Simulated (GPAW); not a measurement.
A run of GPAW 26.7.0 is set up as follows.

Contents of run.py:

```python
from ase.dft.bandgap import bandgap
from ase.io import read, write
from ase.units import GPa
from gpaw import GPAW, PW

atoms = read('Fe.cif')
atoms.set_initial_magnetic_moments([4.0, 4.0])

calc = GPAW(mode=PW(450),
            xc='PBE',
            kpts={'size': (7, 7, 7), 'gamma': True},
            occupations={'name': 'fermi-dirac', 'width': 0.05},
            nbands=19,
            maxiter=120,
            txt='gpaw.txt')
atoms.calc = calc
energy = atoms.get_potential_energy()
forces = atoms.get_forces()
stress = atoms.get_stress()
calc.write('gs.gpw')
write('result.traj', atoms)
print(f'Energy: {energy:.6f} eV')
print('Forces (eV/A):')
print(forces.round(4))
print('Stress (GPa):', (stress / GPa).round(3))
print('Moments:', calc.get_magnetic_moments().round(3))
print('Fermi level:', round(calc.get_fermi_level(), 4), 'eV')
print(f'Gap: {bandgap(calc)[0]:.4f} eV, direct: {bandgap(calc, direct=True)[0]:.4f} eV')
```

File Fe.cif:

```cif
data_Fe
_cell_length_a 2.88600000
_cell_length_b 2.88600000
_cell_length_c 2.88600000
_cell_angle_alpha 90.00000000
_cell_angle_beta 90.00000000
_cell_angle_gamma 90.00000000
_space_group_name_H-M_alt 'Im-3m'
_space_group_name_Hall '-I 4 2 3'
_space_group_IT_number 229
loop_
_space_group_symop_operation_xyz
'x,y,z'
'-x,-y,-z'
'-y,x,z'
'y,-x,-z'
'-x,-y,z'
'x,y,-z'
'y,-x,z'
'-y,x,-z'
'x,-y,-z'
'-x,y,z'
'-y,-x,-z'
'y,x,z'
'-x,y,-z'
'x,-y,z'
'y,x,-z'
'-y,-x,z'
'z,x,y'
'-z,-x,-y'
'z,-y,x'
'-z,y,-x'
'z,-x,-y'
'-z,x,y'
'z,y,-x'
'-z,-y,x'
'-z,x,-y'
'z,-x,y'
'-z,-y,-x'
'z,y,x'
'-z,-x,y'
'z,x,-y'
'-z,y,x'
'z,-y,-x'
'y,z,x'
'-y,-z,-x'
'x,z,-y'
'-x,-z,y'
'-y,z,-x'
'y,-z,x'
'-x,z,y'
'x,-z,-y'
'-y,-z,x'
'y,z,-x'
'-x,-z,-y'
'x,z,y'
'y,-z,-x'
'-y,z,x'
'x,-z,y'
'-x,z,-y'
'x+1/2,y+1/2,z+1/2'
'-x+1/2,-y+1/2,-z+1/2'
'-y+1/2,x+1/2,z+1/2'
'y+1/2,-x+1/2,-z+1/2'
'-x+1/2,-y+1/2,z+1/2'
'x+1/2,y+1/2,-z+1/2'
'y+1/2,-x+1/2,z+1/2'
'-y+1/2,x+1/2,-z+1/2'
'x+1/2,-y+1/2,-z+1/2'
'-x+1/2,y+1/2,z+1/2'
'-y+1/2,-x+1/2,-z+1/2'
'y+1/2,x+1/2,z+1/2'
'-x+1/2,y+1/2,-z+1/2'
'x+1/2,-y+1/2,z+1/2'
'y+1/2,x+1/2,-z+1/2'
'-y+1/2,-x+1/2,z+1/2'
'z+1/2,x+1/2,y+1/2'
'-z+1/2,-x+1/2,-y+1/2'
'z+1/2,-y+1/2,x+1/2'
'-z+1/2,y+1/2,-x+1/2'
'z+1/2,-x+1/2,-y+1/2'
'-z+1/2,x+1/2,y+1/2'
'z+1/2,y+1/2,-x+1/2'
'-z+1/2,-y+1/2,x+1/2'
'-z+1/2,x+1/2,-y+1/2'
'z+1/2,-x+1/2,y+1/2'
'-z+1/2,-y+1/2,-x+1/2'
'z+1/2,y+1/2,x+1/2'
'-z+1/2,-x+1/2,y+1/2'
'z+1/2,x+1/2,-y+1/2'
'-z+1/2,y+1/2,x+1/2'
'z+1/2,-y+1/2,-x+1/2'
'y+1/2,z+1/2,x+1/2'
'-y+1/2,-z+1/2,-x+1/2'
'x+1/2,z+1/2,-y+1/2'
'-x+1/2,-z+1/2,y+1/2'
'-y+1/2,z+1/2,-x+1/2'
'y+1/2,-z+1/2,x+1/2'
'-x+1/2,z+1/2,y+1/2'
'x+1/2,-z+1/2,-y+1/2'
'-y+1/2,-z+1/2,x+1/2'
'y+1/2,z+1/2,-x+1/2'
'-x+1/2,-z+1/2,-y+1/2'
'x+1/2,z+1/2,y+1/2'
'y+1/2,-z+1/2,-x+1/2'
'-y+1/2,z+1/2,x+1/2'
'x+1/2,-z+1/2,y+1/2'
'-x+1/2,z+1/2,-y+1/2'
loop_
_atom_site_label
_atom_site_type_symbol
_atom_site_symmetry_multiplicity
_atom_site_Wyckoff_symbol
_atom_site_fract_x
_atom_site_fract_y
_atom_site_fract_z
_atom_site_occupancy
Fe1 Fe 2 a 0.0000000000 0.0000000000 0.0000000000 1
```

Potentials or basis: GPAW PAW data sets (gpaw-data 1.2.1), pw.

The run is started by

```console
$ OMP_NUM_THREADS=1 python run.py
```

**Question.** Estimate the band gap on the k mesh.

**Answer.** None (metal or under the smearing width).

**Question.** What does it give for the site moments?

**Answer.** Fe +2.28 μB.

Caveat: the cutoff is short for stress and forces, so pressures can be off by a GPa or more.
